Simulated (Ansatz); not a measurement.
# Si: equation of state

Aim: scale the cell of Si up and down at fixed shape and fractional positions, and get the equilibrium volume and bulk modulus with LAPW, PAW and all-electron datasets made for the crystal.

This is Si in the bcc structure; at room conditions it is diamond.

Computed with Ansatz 0.2.0 (DFT PBE, scalar-relativistic, unless a step's input says otherwise).

2 further runs of the same task are left out: 1 for a known fault of the program, 1 that didn't finish.

## (1) The structure to begin with

The structure is cubic, space group Im-3m (No. 229). The conventional cell has a = 3.083 Å, b = 3.083 Å, c = 3.083 Å, α = 90.00°, β = 90.00°, γ = 90.00°. Si (site symmetry m-3m) has 8 Si at 2.67 Å as nearest neighbours.

Structure file:

```cif
data_structure
_symmetry_space_group_name_H-M 'Im-3m'
_symmetry_Int_Tables_number 229
_cell_length_a 3.0830
_cell_length_b 3.0830
_cell_length_c 3.0830
_cell_angle_alpha 90.000
_cell_angle_beta 90.000
_cell_angle_gamma 90.000
_cell_volume 29.30
loop_
_atom_site_label
_atom_site_type_symbol
_atom_site_symmetry_multiplicity
_atom_site_Wyckoff_symbol
_atom_site_fract_x
_atom_site_fract_y
_atom_site_fract_z
_atom_site_occupancy
Si1 Si 2 a 0.00000 0.00000 0.00000 1
```

The file gives the conventional cell by its symmetry; the runs use the cell typed in the input.

The structure (bcc type) was typed from a prototype and relaxed by PAW; whether it is the ground state wasn't tested.

## (2) Volume × 0.9405, LAPW

The input, input.yaml:

```yaml
crystal:
  lattice:
    - [-1.5102947414, 1.5102947414, 1.5102947414]
    - [1.5102947414, -1.5102947414, 1.5102947414]
    - [1.5102947414, 1.5102947414, -1.5102947414]
  atoms:
    - { symbol: Si, position: [0.0, 0.0, 0.0] }
kpoints:
  mp_grid: { grid: [18, 18, 18] }
scf:
  occupations: { method: fermi_dirac, width: 0.05 }
hamiltonian:
  xc: pbe
  pseudopotentials: { kind: all_electron, lapw: { basis_error: 0.001 } }
output:
  forces: true
  stress: true
  eigenvalues: true
```

Launch:

```
$ ansatz run input.yaml --threads 1 --pin off --max-ram 2048MiB --backend cpu --events-out ev --progress --plain --runs-dir out
```

## (3) Volume × 0.9405, PAW

input.yaml: that of step 2 with these lines changed.

```diff
@@ -13,3 +13,3 @@
   xc: pbe
-  pseudopotentials: { kind: all_electron, lapw: { basis_error: 0.001 } }
+  pseudopotentials: { kind: paw }
 output:
@@ -18 +18,6 @@
   eigenvalues: true
+  efg: { contact_densities: true }
+  write_density: true
+  write_potential: true
+  elf: true
+  volumetric_format: npy
```

## (4) Volume × 0.9405, crystal datasets

input.yaml: that of step 3 with these lines changed.

```diff
@@ -13,3 +13,3 @@
   xc: pbe
-  pseudopotentials: { kind: paw }
+  pseudopotentials: { kind: all_electron, datasets: crystal }
 output:
@@ -19,5 +19 @@
   efg: { contact_densities: true }
-  write_density: true
-  write_potential: true
-  elf: true
-  volumetric_format: npy
```

## (5) Volume × 0.97, LAPW

The input, input.yaml:

```yaml
crystal:
  lattice:
    - [-1.5259232433, 1.5259232433, 1.5259232433]
    - [1.5259232433, -1.5259232433, 1.5259232433]
    - [1.5259232433, 1.5259232433, -1.5259232433]
  atoms:
    - { symbol: Si, position: [0.0, 0.0, 0.0] }
kpoints:
  mp_grid: { grid: [18, 18, 18] }
scf:
  occupations: { method: fermi_dirac, width: 0.05 }
hamiltonian:
  xc: pbe
  pseudopotentials: { kind: all_electron, lapw: { basis_error: 0.001 } }
output:
  forces: true
  stress: true
  eigenvalues: true
```

## (6) Volume × 0.97, PAW

input.yaml: that of step 5 with these lines changed.

```diff
@@ -13,3 +13,3 @@
   xc: pbe
-  pseudopotentials: { kind: all_electron, lapw: { basis_error: 0.001 } }
+  pseudopotentials: { kind: paw }
 output:
@@ -18 +18,2 @@
   eigenvalues: true
+  efg: { contact_densities: true }
```

## (7) Volume × 1.03, LAPW

The input, input.yaml:

```yaml
crystal:
  lattice:
    - [-1.5567582832, 1.5567582832, 1.5567582832]
    - [1.5567582832, -1.5567582832, 1.5567582832]
    - [1.5567582832, 1.5567582832, -1.5567582832]
  atoms:
    - { symbol: Si, position: [0.0, 0.0, 0.0] }
kpoints:
  mp_grid: { grid: [18, 18, 18] }
scf:
  occupations: { method: fermi_dirac, width: 0.05 }
hamiltonian:
  xc: pbe
  pseudopotentials: { kind: all_electron, lapw: { basis_error: 0.001 } }
output:
  forces: true
  stress: true
  eigenvalues: true
```

## (8) Volume × 1.03, PAW

input.yaml: that of step 7 with these lines changed.

```diff
@@ -13,3 +13,3 @@
   xc: pbe
-  pseudopotentials: { kind: all_electron, lapw: { basis_error: 0.001 } }
+  pseudopotentials: { kind: paw }
 output:
@@ -18 +18,2 @@
   eigenvalues: true
+  efg: { contact_densities: true }
```

## (9) Volume × 1.06, LAPW

The input, input.yaml:

```yaml
crystal:
  lattice:
    - [-1.5717280311, 1.5717280311, 1.5717280311]
    - [1.5717280311, -1.5717280311, 1.5717280311]
    - [1.5717280311, 1.5717280311, -1.5717280311]
  atoms:
    - { symbol: Si, position: [0.0, 0.0, 0.0] }
kpoints:
  mp_grid: { grid: [18, 18, 18] }
scf:
  occupations: { method: fermi_dirac, width: 0.05 }
hamiltonian:
  xc: pbe
  pseudopotentials: { kind: all_electron, lapw: { basis_error: 0.001 } }
output:
  forces: true
  stress: true
  eigenvalues: true
```

## (10) Volume × 1.06, PAW

input.yaml: that of step 9 with these lines changed.

```diff
@@ -13,3 +13,3 @@
   xc: pbe
-  pseudopotentials: { kind: all_electron, lapw: { basis_error: 0.001 } }
+  pseudopotentials: { kind: paw }
 output:
@@ -18 +18,2 @@
   eigenvalues: true
+  efg: { contact_densities: true }
```

## (11) Volume × 1.06, crystal datasets

input.yaml: that of step 10 with these lines changed.

```diff
@@ -13,3 +13,3 @@
   xc: pbe
-  pseudopotentials: { kind: paw }
+  pseudopotentials: { kind: all_electron, datasets: crystal }
 output:
```

(Steps that only read results are left out.)

What does the calculation give? Wanted: equilibrium volume; bulk modulus (for each run or level that gives them).

**Answer**, as computed:

| quantity | value |
| --- | --- |
| equilibrium volume (LAPW) | 14.658 Å³/atom |
| bulk modulus (LAPW) | 93 GPa |
| its pressure derivative (LAPW) | 4.2 |
| equilibrium volume (PAW) | 14.652 Å³/atom |
| bulk modulus (PAW) | 93 GPa |
| its pressure derivative (PAW) | 4.2 |

What this shows: By LAPW, the pressure vanishes at 14.66 Å³/atom (less than 0.1 % from the starting cell) and the bulk modulus there is 93 GPa (Birch-Murnaghan, third order). PAW's volume lies -0.04 % and its modulus less than 0.1 % from LAPW's. No thermal or zero-point expansion is included.
